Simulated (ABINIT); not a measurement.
# Ir: equation of state with BP86+D4

The system is Ir.

```
Ir
1.0
     0.00000    1.91560    1.91560
     1.91560    0.00000    1.91560
     1.91560    1.91560    0.00000
Ir
1
Direct
  0.00000 0.00000 0.00000
```

```yaml
Program: ABINIT 10.8.3 (patched build)
Task: equation of state
Functional: BP86
Dispersion: D4
Potentials_or_basis: JTH PAW PBE v2.0
Cutoff: 435 eV
k_mesh: 12 × 12 × 12
Occupations: fermi-dirac, width 0.05 eV
Spin: no spin polarisation
```

```json
{
 "Equilibrium volume": "13.90 Å³/atom",
 "Bulk modulus": "398 GPa",
 "Pressure derivative of the bulk modulus": "5.2 (rough: it moves with the points fitted)"
}
```

Energy against volume, from the lowest point:
```csv
volume (Å³/atom),energy (meV/atom)
13.215,44.80
13.496,13.43
13.778,0.00
14.059,1.20
14.340,14.78
14.621,40.73
14.902,76.96
```

Run time: 63 s on 1 thread of Arm Neoverse V2, on a shared host, peak memory 0.12 GiB.

Caveat: pressures at fixed basis lie under the slope of the energies; the log and the count of SCF iterations are those of the last ABINIT call alone; the PAW data sets were made with another functional, which shifts forces and pressure a little. Spin-orbit coupling is left out, which matters for the levels of Ir.
